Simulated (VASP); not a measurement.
# Al₂Cu: convergence, self-consistent run

Al₂Cu, P1 (no. 1), 24 atoms in the cell. PBEsol; PAW potentials Cu, Al (PBE set). VASP 6.6.1.

Wanted: energy within 2 meV/atom; forces within 0.01 eV/Å.

What the run is for: forces in a large cell; Accuracy asked: standard; Cell repeated: 2 × 2 × 1.

POSCAR:
```
Al2Cu
1.0
   -6.0670000000      6.0670000000      4.8770000000
    6.0670000000     -6.0670000000      4.8770000000
    3.0335000000      3.0335000000     -2.4385000000
Cu Al
8 16
Direct
    0.1259930000      0.1263900000     -0.0034220000
    0.1215110000      0.6190800000     -0.0098170000
    0.6264730000      0.1214670000     -0.0069140000
    0.6270640000      0.6272470000     -0.0017110000
    0.3711750000      0.3672100000     -0.0020760000
    0.3733830000      0.8678900000     -0.0083050000
    0.8769050000      0.3766120000     -0.0042780000
    0.8780480000      0.8828280000     -0.0036240000
    0.1818380000      0.0825860000      0.4975420000
    0.1681830000      0.5761880000      0.5018880000
    0.6666670000      0.0782790000      0.4886350000
    0.6673000000      0.5818750000      0.5044200000
    0.4240070000      0.1745540000      0.1910800000
    0.4190350000      0.6697880000      0.1884550000
    0.9181810000      0.1755000000      0.1773310000
    0.9256810000      0.6692460000      0.1832680000
    0.3287950000      0.4206730000      0.5049580000
    0.3294220000      0.9234190000      0.5005170000
    0.8279380000      0.4188220000      0.4904490000
    0.8293490000      0.9257600000      0.5092570000
    0.0770470000      0.3250530000      0.8121320000
    0.0768270000      0.8297280000      0.8176360000
    0.5833880000      0.3332470000      0.8171450000
    0.5775870000      0.8301000000      0.8130720000
```

The series start from Plane-wave cutoff (eV): 340; Projection operators (LREAL): Auto, ROPT -0.00025; Precision mode (PREC): Normal; Electronic threshold (eV): 1e-5; Parallel layout: defaults; Electronic algorithm: ALGO=Normal; Bands a block (NSIM): NSIM=4; Data layout and linear algebra: defaults. Each series keeps the choices made before it, and each single choice may use up half of a tolerance.

## Plane-wave cutoff (eV)

| Plane-wave cutoff (eV) | Energy less reference (meV/atom) | Forces, largest deviation (eV/Å) | SCF iterations | Time (s) |
|---|---|---|---|---|
| 270 | 16.1 | 0.014 | 18 | 25 |
| 300 | 2.3 | 0.006 | 17 | 26 |
| 340 | -1.7 | 0.005 | 18 | 33 |
| 380 | -1.1 | 0.004 | 17 | 32 |
| 470 (reference) | 0.0 | 0.000 | 18 | 51 |

Chosen: 470; the next looser run is off by more than half of the tolerance, so convergence isn't shown beyond this value.

## Projection operators (LREAL)

| Projection operators (LREAL) | Energy less reference (meV/atom) | Forces, largest deviation (eV/Å) | SCF iterations | Time (s) |
|---|---|---|---|---|
| Auto, ROPT -0.005 | -2.4 | 0.129 | 18 | 42 |
| Auto, ROPT -0.002 | -0.4 | 0.072 | 18 | 44 |
| Auto, ROPT -0.001 | -0.6 | 0.072 | 18 | 49 |
| Auto, ROPT -0.0005 | 0.5 | 0.015 | 18 | 52 |
| Auto, ROPT -0.00025 | -0.4 | 0.004 | 18 | 51 |
| Auto, ROPT -0.0001 | -0.3 | 0.001 | 18 | 60 |
| False (reference) | 0.0 | 0.000 | 18 | 64 |

Chosen: Auto, ROPT -0.00025, the loosest value from which every tighter one stays within half of the tolerance.

## Precision mode (PREC)

| Precision mode (PREC) | Energy less reference (meV/atom) | Forces, largest deviation (eV/Å) | SCF iterations | Time (s) |
|---|---|---|---|---|
| SingleN | 0.3 | 0.042 | 18 | 56 |
| Normal | 0.0 | 0.006 | 18 | 51 |
| Accurate (reference) | 0.0 | 0.000 | 18 | 115 |

Chosen: Accurate; the one before it in the list is off by more than half of the tolerance.

## Electronic threshold (eV)

| Electronic threshold (eV) | Energy less reference (meV/atom) | Forces, largest deviation (eV/Å) | SCF iterations | Time (s) |
|---|---|---|---|---|
| 0.001 | 0.0 | 0.005 | 14 | 79 |
| 0.0001 | 0.0 | 0.003 | 15 | 88 |
| 1e-5 | 0.0 | 0.001 | 18 | 115 |
| 1e-6 | 0.0 | 0.000 | 21 | 113 |
| 1e-7 (reference) | 0.0 | 0.000 | 21 | 125 |

Chosen: 0.001.

## Parallel layout

| Parallel layout | Energy less reference (meV/atom) | Forces, largest deviation (eV/Å) | SCF iterations | Time (s) |
|---|---|---|---|---|
| defaults | 0.0 | 0.000 | 14 | 79 |
| NCORE=2 | 0.0 | 0.004 | 15 | 66 |
| NCORE=4 | 0.0 | 0.003 | 15 | 61 |
| NCORE=8 | 0.0 | 0.003 | 15 | 52 |
| KPAR=2 | 0.0 | 0.004 | 15 | 77 |
| KPAR=2 NCORE=2 | 0.0 | 0.003 | 15 | 63 |
| KPAR=4 | 0.0 | 0.003 | 15 | 92 |
| KPAR=4 NCORE=2 | 0.0 | 0.003 | 15 | 77 |
| KPAR=8 | 0.0 | 0.003 | 15 | 103 |
| NPAR=2 | 0.0 | 0.003 | 15 | 60 |

Chosen: NCORE=8, the fastest of those that stay within half of the tolerance.

## Electronic algorithm

| Electronic algorithm | Energy less reference (meV/atom) | Forces, largest deviation (eV/Å) | SCF iterations | Time (s) |
|---|---|---|---|---|
| ALGO=Normal | 0.0 | 0.000 | 15 | 52 |
| ALGO=Fast | 0.0 | 0.004 | 17 | 49 |
| ALGO=VeryFast | 0.0 | 0.008 | 20 | 50 |
| ALGO=All ISEARCH=1 | 0.0 | 0.016 | 18 | 48 |

Chosen: ALGO=Normal; no other choice that stays within half of the tolerance saves 30 % of the time.

## Bands a block (NSIM)

| Bands a block (NSIM) | Energy less reference (meV/atom) | Forces, largest deviation (eV/Å) | SCF iterations | Time (s) |
|---|---|---|---|---|
| NSIM=4 | 0.0 | 0.000 | 15 | 52 |
| NSIM=1 | 0.0 | 0.003 | 15 | 51 |
| NSIM=2 | 0.0 | 0.003 | 15 | 50 |
| NSIM=8 | 0.0 | 0.005 | 14 | 60 |
| NSIM=16 | 0.0 | 0.006 | 14 | 73 |

Chosen: NSIM=4.

## Data layout and linear algebra

| Data layout and linear algebra | Energy less reference (meV/atom) | Forces, largest deviation (eV/Å) | SCF iterations | Time (s) |
|---|---|---|---|---|
| defaults | 0.0 | 0.000 | 15 | 52 |
| LPLANE=False | 0.0 | 0.000 | 15 | 82 |
| LSCALAPACK=False | 0.0 | 0.000 | 15 | 52 |
| LSCALU=True | 0.0 | 0.000 | 15 | 52 |

Chosen: defaults.

## All choices together

| Input | Energy less reference (meV/atom) | Forces, largest deviation (eV/Å) | Time (s) |
|---|---|---|---|
| the program's defaults (naive) | 3.4 | 0.014 | 24 |
| chosen settings | -0.4 | 0.006 | 52 |
| reference settings throughout | 0.0 | 0.000 | 88 |

The chosen settings stay within the tolerance of the reference run, but the reference itself isn't shown to be converged in: Plane-wave cutoff (eV).

## The input

INCAR:
```
SYSTEM = Al2Cu
GGA      = PS             ! functional
ISMEAR   = 1              ! smearing method
SIGMA    = 0.1            ! smearing width, eV
LWAVE    = .FALSE.        ! write WAVECAR
LCHARG   = .FALSE.        ! write CHGCAR
ISIF     = 2              ! what is computed and relaxed
ISYM     = 0            
PREC     = Accurate       ! precision mode
LASPH    = .TRUE.         ! aspherical terms in the spheres
LREAL    = Auto         
ALGO     = Normal         ! electronic algorithm
EDIFF    = 0.001          ! SCF threshold, eV
NELM     = 120            ! most SCF steps
GGA_COMPAT= .FALSE.      
ENCUT    = 470            ! plane-wave cutoff, eV
ROPT     = -0.00025 -0.00025
NCORE    = 8            
NSIM     = 4             
```

KPOINTS:
```
k-points
0
Gamma
  3 3 4
```

Commands:
```
cat potpaw_PBE.64/Cu/POTCAR potpaw_PBE.64/Al/POTCAR > POTCAR
mpirun -np 8 vasp_std > vasp.out
```

Limits: Only the k mesh 3 × 3 × 4 was run, so its error is untested.

The chosen input took VASP 6.6.1 52 s on 8 cores (Intel Xeon 6975P-C (Granite Rapids)), a shared host.

## An input that fails: Gamma-only program on a mesh of k points

VASP's message: You are using the Gamma-point-only version with more than one k-point or some other non-Gamma k-point.

k mesh: 3 × 3 × 4 becomes 2 × 2 × 2.

Changes against the starting input:
```
- NELM = 120
+ NELM = 61
- vasp_std
+ vasp_gam
(KPOINTS)
-k-points
+Automatic mesh
-  3 3 4
+  2 2 2
+  0 0 0
```
